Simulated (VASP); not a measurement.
# InAs (F-43m) in VASP: single point with r2SCAN

Aim: the single point of InAs with r2SCAN.

Everything below comes from runs of VASP 6.6.1. Logs are shortened: lines on timing, memory, paths and dates and some standing lists are left out, and cuts for length are marked.

**The experiment to reproduce.**

A printed reference work, data compilation reports, for a bulk crystal of InAs at 4.2 K: band gap 0.418 eV (direct).

How close the calculation comes is told below.

### 1 The cell of the first run

It takes space group F-43m (No. 216, cubic). The conventional cell has a = 6.036 Å, b = 6.036 Å, c = 6.036 Å, α = 90.00°, β = 90.00°, γ = 90.00°. In (site symmetry -43m) has 4 As at 2.61 Å within 3.4 Å. As (site symmetry -43m) has 4 In at 2.61 Å within 3.4 Å.

### 2 Single point, r2SCAN

File POSCAR:

```
InAs
1.0
    0.0000000000      3.0180000000      3.0180000000
    3.0180000000      0.0000000000      3.0180000000
    3.0180000000      3.0180000000      0.0000000000
In As
1 1
Direct
    0.0000000000      0.0000000000      0.0000000000
    0.2500000000      0.2500000000      0.2500000000
```

File INCAR.step1:

```
PREC = Accurate
ENCUT = 520
ISMEAR = 0
SIGMA = 0.15
LREAL = False
LASPH = True
NELM = 80
NBANDS = 16
GGA = PE
ALGO = Normal
EDIFF = 1E-4
LWAVE = True
LCHARG = False
```

File INCAR.step2:

```
PREC = Accurate
ENCUT = 520
EDIFF = 1E-6
ISMEAR = 0
SIGMA = 0.15
LREAL = False
LASPH = True
NELM = 80
ALGO = Normal
ISIF = 2
LWAVE = False
LCHARG = False
METAGGA = R2SCAN
LMIXTAU = True
NBANDS = 16
ISTART = 1
```

File KPOINTS:

```
regular mesh
0
Gamma
  7 7 7
```

Potentials or basis: VASP PAW PBE potentials, release 64 (In_d, As).

Run with:

```sh
cat potpaw_PBE.64/In_d/POTCAR potpaw_PBE.64/As/POTCAR > POTCAR
cp INCAR.step1 INCAR
mpirun -np 1 vasp_std > vasp.out
cp INCAR.step2 INCAR
mpirun -np 1 vasp_std > vasp.out
```

OUTCAR:

```text
PREC = Accurate
   ENCUT = 520
   EDIFF = 1E-6
   ISMEAR = 0
   LREAL = False
   LASPH = True
   NELM = 80
   ISIF = 2
   METAGGA = R2SCAN
   ISTART = 1

 ion  position               nearest neighbor table
   1  0.000  0.000  0.000-   2 2.61   2 2.61   2 2.61   2 2.61
   2  0.250  0.250  0.250-   1 2.61   1 2.61   1 2.61   1 2.61

  LATTYP: Found a face centered cubic cell.
 ALAT       =     6.0360000000

  Lattice vectors:

 A1 = (   0.0000000000,   3.0180000000,   3.0180000000)
 A2 = (   3.0180000000,   0.0000000000,   3.0180000000)
 A3 = (   3.0180000000,   3.0180000000,   0.0000000000)

Analysis of symmetry for initial positions (statically):
=====================================================================
 Subroutine PRICEL returns:
 Original cell was already a primitive cell.

 Routine SETGRP: Setting up the symmetry group for a
 face centered cubic supercell.

 Subroutine GETGRP returns: Found 24 space group operations
 (whereof 24 operations were pure point group operations)
 out of a pool of 48 trial point group operations.

The static configuration has the point symmetry T_d .

Analysis of symmetry for dynamics (positions and initial velocities):
=====================================================================
 Subroutine PRICEL returns:
 Original cell was already a primitive cell.

 Routine SETGRP: Setting up the symmetry group for a
 face centered cubic supercell.

 Subroutine GETGRP returns: Found 24 space group operations
 (whereof 24 operations were pure point group operations)
 out of a pool of 48 trial point group operations.

The dynamic configuration has the point symmetry T_d .

 Subroutine INISYM returns: Found 24 space group operations
 (whereof 24 operations are pure point group operations),
 and found     1 'primitive' translations

----------------------------------------------------------------------------------------

                                     Primitive cell

  volume of cell :      54.9778

  direct lattice vectors                    reciprocal lattice vectors
     0.000000000  3.018000000  3.018000000    -0.165672631  0.165672631  0.165672631
     3.018000000  0.000000000  3.018000000     0.165672631 -0.165672631  0.165672631
     3.018000000  3.018000000  0.000000000     0.165672631  0.165672631 -0.165672631

  length of vectors
     4.268096531  4.268096531  4.268096531     0.286953414  0.286953414  0.286953414

  position of ions in fractional coordinates (direct lattice)
     0.000000000  0.000000000  0.000000000
     0.250000000  0.250000000  0.250000000

  ion indices of the primitive-cell ions
   primitive index   ion index
                 1           1
                 2           2

----------------------------------------------------------------------------------------

 KPOINTS: regular mesh

Automatic generation of k-mesh.
 Grid dimensions read from file:
 generate k-points for:    7    7    7

 Generating k-lattice:

  Cartesian coordinates                     Fractional coordinates (reciprocal lattice)
    -0.023667519  0.023667519  0.023667519     0.142857143  0.000000000  0.000000000
     0.023667519 -0.023667519  0.023667519     0.000000000  0.142857143  0.000000000
     0.023667519  0.023667519 -0.023667519     0.000000000  0.000000000  0.142857143

  Length of vectors
     0.040993345  0.040993345  0.040993345

  Shift w.r.t. Gamma in fractional coordinates (k-lattice)
     0.000000000  0.000000000  0.000000000

 Subroutine IBZKPT returns following result:
 ===========================================

 Found     20 irreducible k-points:

 Following reciprocal coordinates:
            Coordinates               Weight
  0.000000  0.000000  0.000000      1.000000
  0.142857  0.000000  0.000000      8.000000
  0.285714  0.000000  0.000000      8.000000
  0.428571  0.000000  0.000000      8.000000
  0.142857  0.142857  0.000000      6.000000
  0.285714  0.142857  0.000000     24.000000
[... 12 lines left out ...]
 -0.428571  0.428571  0.142857     24.000000
 -0.285714  0.428571  0.142857     24.000000
   k-points           NKPTS =     20   k-points in BZ     NKDIM =     20   number of bands    NBANDS=     16
   number of dos      NEDOS =    301   number of ions     NIONS =      2
   total plane-waves  NPLWV =  32768
   dimension x,y,z NGX =    32 NGY =   32 NGZ =   32
   dimension x,y,z NGXF=    64 NGYF=   64 NGZF=   64
   ions per type =               1   1
   NGX,Y,Z   is equivalent  to a cutoff of  12.46, 12.46, 12.46 a.u.
   NGXF,Y,Z  is equivalent  to a cutoff of  24.93, 24.93, 24.93 a.u.
 SYSTEM =  unknown system
   PREC   = accura    normal or accurate (medium, high low for compatibility)
   ISTART =      1    job   : 0-new  1-cont  2-samecut
   ICHARG =      0    charge: 1-file 2-atom 10-const
   ISPIN  =      1    spin polarized calculation?
   LNONCOLLINEAR =      F non collinear calculations
   LSORBIT =      F    spin-orbit coupling
   LASPH  =      T    aspherical Exc in radial PAW
   ENCUT  =  520.0 eV  38.22 Ry    6.18 a.u.   7.94  7.94  7.94*2*pi/ulx,y,z
   NELM   =     80;   NELMIN=  2; NELMDL=  0     # of ELM steps
   EDIFF  = 0.1E-05   stopping-criterion for ELM
   LREAL  =      F    real-space projection
   EDIFFG = 0.1E-04   stopping-criterion for IOM
   NSW    =      0    number of steps for IOM
   IBRION =     -1    ionic relax: 0-MD 1-quasi-New 2-CG
   NFREE  =      0    steps in history (QN), initial steepest desc. (CG)
   ISIF   =      2    stress and relaxation
   ISYM   =      2    0-nonsym 1-usesym 2-fastsym
   POTIM  = 0.5000    time-step for ionic-motion
   TEBEG  =    0.0;   TEEND  =   0.0 temperature during run
   PSTRESS=    0.0 pullay stress
   NELECT =      18.0000    total number of electrons
   NUPDOWN=      -1.0000    fix difference up-down
   EMIN   =  10.00;   EMAX   =-10.00  energy-range for DOS
   EFERMI =   0.00;   METHOD = LEGACY
   ISMEAR =     0;   SIGMA  =   0.15  broadening in eV -4-tet -1-fermi 0-gaus
   EFERMI_NEDOS =   21; number of points for ismear=-14 and -15
   IALGO  =     38    algorithm
   IMIX   =      4    mixing-type and parameters
     AMIX     =   0.40;   BMIX     =  1.00
     AMIX_MAG =   1.60;   BMIX_MAG =  1.00
  volume/ion in A,a.u.               =      27.49       185.50
  Fermi-wavevector in a.u.,A,eV,Ry     =   1.128331  2.132236 17.321990  1.273130
  Thomas-Fermi vector in A             =   2.265020
   LORBIT       =      0    0 simple, 1 ext, 2 COOP (PROOUT), +10 PAW based schemes
   METAGGA = R2SCAN    functional components
   LHFCALC =     F    Hartree Fock is set to
   AEXX    =    0.0000 exact exchange contribution
   IVDW    =     0    specifies the selected vdW correction
   LEPSILON=     F    determine dielectric tensor
   LRPA    =     F    only Hartree local field effects (RPA)
 non-spin polarized calculation
 Gauss-broadening in eV      SIGMA  =   0.15
  energy-cutoff  :      520.00
  volume of cell :       54.98
 maximum number of plane-waves:      1494
   NGX = 15   NGY = 15   NGZ = 15

 number of electron      17.9999991 magnetization

 Free energy of the ion-electron system (eV)
  ---------------------------------------------------
  ext. energy  EPLUGINS =         0.00000000
  ---------------------------------------------------
  free energy    TOTEN  =       -38.04094025 eV

  energy without entropy =      -38.04059314  energy(sigma->0) =      -38.04076669

 E-fermi :   4.5041     XC(G=0):  -9.6817

 val. band max:        4.3315898414   @ k =   0.0000   0.0000   0.0000
 cond. band min:       4.6110973023   @ k =   0.0000   0.0000   0.0000
 fundamental gap:      0.2795074609
 Fermi energy:         4.5040656544

 k-point     1 :       0.0000    0.0000    0.0000
  band No.  band energies     occupation
      1     -10.5320      2.00000
      2     -10.5319      2.00000
      3     -10.5319      2.00000
      4     -10.3816      2.00000
      5     -10.3816      2.00000
      6      -8.0053      2.00000
[... 8 lines left out ...]
     15      14.5196      0.00000
     16      14.5196      0.00000

 k-point     2 :       0.1429    0.0000    0.0000
  band No.  band energies     occupation
      1     -10.5613      2.00000
      2     -10.5237      2.00000
      3     -10.5237      2.00000
      4     -10.3816      2.00000
      5     -10.3816      2.00000
      6      -7.7816      2.00000
[... 8 lines left out ...]
     15      13.5311      0.00000
     16      13.5311      0.00000

 k-point     3 :       0.2857    0.0000    0.0000
  band No.  band energies     occupation
      1     -10.6212      2.00000
      2     -10.5073      2.00000
      3     -10.5073      2.00000
      4     -10.3793      2.00000
      5     -10.3793      2.00000
      6      -7.1915      2.00000
[... 8 lines left out ...]
     15      13.5648      0.00000
     16      13.5648      0.00000

 k-point     4 :       0.4286    0.0000    0.0000
  band No.  band energies     occupation
      1     -10.6647      2.00000
      2     -10.4971      2.00000
      3     -10.4970      2.00000
      4     -10.3745      2.00000
      5     -10.3745      2.00000
      6      -6.5568      2.00000
[... 8 lines left out ...]
     15      15.0940      0.00000
     16      15.0940      0.00000

 k-point     5 :       0.1429    0.1429    0.0000
  band No.  band energies     occupation
      1     -10.5788      2.00000
      2     -10.5156      2.00000
      3     -10.5156      2.00000
      4     -10.3879      2.00000
      5     -10.3768      2.00000
      6      -7.7080      2.00000
[... 8 lines left out ...]
     15      13.9894      0.00000
     16      14.7497      0.00000

 k-point     6 :       0.2857    0.1429    0.0000
  band No.  band energies     occupation
      1     -10.6269      2.00000
      2     -10.5015      2.00000
      3     -10.4981      2.00000
      4     -10.3920      2.00000
      5     -10.3727      2.00000
      6      -7.2384      2.00000
[... 8 lines left out ...]
     15      14.6457      0.00000
     16      14.7479      0.00000

 k-point     7 :       0.4286    0.1429    0.0000
  band No.  band energies     occupation
      1     -10.6683      2.00000
      2     -10.4922      2.00000
      3     -10.4863      2.00000
      4     -10.3878      2.00000
      5     -10.3703      2.00000
      6      -6.5863      2.00000
[... 8 lines left out ...]
     15      14.9266      0.00000
     16      15.7308      0.00000

 k-point     8 :      -0.4286    0.1429    0.0000
  band No.  band energies     occupation
      1     -10.6787      2.00000
      2     -10.4900      2.00000
      3     -10.4859      2.00000
      4     -10.3795      2.00000
      5     -10.3749      2.00000
      6      -6.3230      2.00000
[... 8 lines left out ...]
     15      14.7971      0.00000
     16      15.0040      0.00000

 k-point     9 :      -0.2857    0.1429    0.0000
  band No.  band energies     occupation
      1     -10.6515      2.00000
      2     -10.4968      2.00000
      3     -10.4944      2.00000
      4     -10.3834      2.00000
      5     -10.3762      2.00000
      6      -6.8026      2.00000
[... 8 lines left out ...]
     15      14.2304      0.00000
     16      15.8043      0.00000
[... 96 lines left out ...]
 k-point    15 :       0.4286    0.4286    0.0000
  band No.  band energies     occupation
      1     -10.7269      2.00000
      2     -10.4466      2.00000
      3     -10.4466      2.00000
      4     -10.4205      2.00000
      5     -10.3577      2.00000
      6      -6.0388      2.00000
[... 8 lines left out ...]
     15      16.2328      0.00000
     16      17.7058      0.00000

 k-point    16 :      -0.4286    0.4286    0.0000
  band No.  band energies     occupation
      1     -10.7270      2.00000
      2     -10.4520      2.00000
      3     -10.4462      2.00000
      4     -10.4153      2.00000
      5     -10.3606      2.00000
      6      -5.8554      2.00000
[... 8 lines left out ...]
     15      15.9022      0.00000
     16      17.2970      0.00000

 k-point    17 :       0.4286    0.2857    0.1429
  band No.  band energies     occupation
      1     -10.6665      2.00000
      2     -10.4879      2.00000
      3     -10.4803      2.00000
      4     -10.3962      2.00000
      5     -10.3698      2.00000
      6      -6.7234      2.00000
[... 8 lines left out ...]
     15      15.7161      0.00000
     16      16.2560      0.00000

 k-point    18 :      -0.4286    0.2857    0.1429
  band No.  band energies     occupation
      1     -10.6909      2.00000
      2     -10.4836      2.00000
      3     -10.4680      2.00000
      4     -10.3920      2.00000
      5     -10.3724      2.00000
      6      -6.1844      2.00000
[... 8 lines left out ...]
     15      15.2630      0.00000
     16      16.3370      0.00000

 k-point    19 :      -0.4286    0.4286    0.1429
  band No.  band energies     occupation
      1     -10.7144      2.00000
      2     -10.4653      2.00000
      3     -10.4507      2.00000
      4     -10.4079      2.00000
      5     -10.3647      2.00000
      6      -5.9706      2.00000
[... 8 lines left out ...]
     15      16.1414      0.00000
     16      17.2107      0.00000

 k-point    20 :      -0.2857    0.4286    0.1429
  band No.  band energies     occupation
      1     -10.7084      2.00000
      2     -10.4751      2.00000
      3     -10.4520      2.00000
      4     -10.3987      2.00000
      5     -10.3718      2.00000
      6      -5.8725      2.00000
[... 8 lines left out ...]
     15      15.5179      0.00000
     16      17.5831      0.00000

------------------------ aborting loop because EDIFF is reached ----------------------------------------

  FORCE on cell =-STRESS in cart. coord.  units (eV):
  Direction    XX          YY          ZZ          XY          YZ          ZX
  --------------------------------------------------------------------------------------
  -------------------------------------------------------------------------------------
  Total        0.7734324      0.7734324      0.7734324     -0.0000000      0.0000000     -0.0000000
  in kB       22.5395509     22.5395509     22.5395509     -0.0000000      0.0000000     -0.0000000
  external PRESSURE =      22.5395509 kB  Pullay stress =       0.0000000 kB

 VOLUME and BASIS-vectors are now :
 -----------------------------------------------------------------------------
  energy-cutoff  :      520.00
  volume of cell :       54.98
      direct lattice vectors                 reciprocal lattice vectors
     0.000000000  3.018000000  3.018000000    -0.165672631  0.165672631  0.165672631
     3.018000000  0.000000000  3.018000000     0.165672631 -0.165672631  0.165672631
     3.018000000  3.018000000  0.000000000     0.165672631  0.165672631 -0.165672631

 POSITION                                       TOTAL-FORCE (eV/Angst)
 -----------------------------------------------------------------------------------
      0.00000      0.00000      0.00000         0.000000     -0.000000     -0.000000
      1.50900      1.50900      1.50900        -0.000000      0.000000      0.000000
 -----------------------------------------------------------------------------------
    total drift:                               -0.000004     -0.000004     -0.000004

  FREE ENERGIE OF THE ION-ELECTRON SYSTEM (eV)
  ---------------------------------------------------
  free  energy   TOTEN  =       -38.0409402470 eV

  energy  without entropy=      -38.0405931427  energy(sigma->0) =      -38.04076669
```

Wall time 26 s (1 thread of Intel Xeon 6975P-C (Granite Rapids), shared host); peak memory 0.19 GiB.

What came out:

| Property | Result |
| --- | --- |
| Free energy | -38.0409 eV |
| Pressure | 2.3 GPa |
| Band gap on the k mesh | 0.28 eV, direct |

Caveat: the PAW data sets were made with another functional, which shifts forces and pressure a little; spin-orbit coupling is left out, which moves the levels of the heavy elements.

### 3 How close it comes

Step 2. Against the measured gap of InAs, 0.418 eV (direct; 4.2 K; a printed reference work, data compilation), the calculated 0.28 eV is off by -0.14 eV. Spin-orbit coupling on As, In is left out. The value is that of r2SCAN, without temperature or zero-point motion.
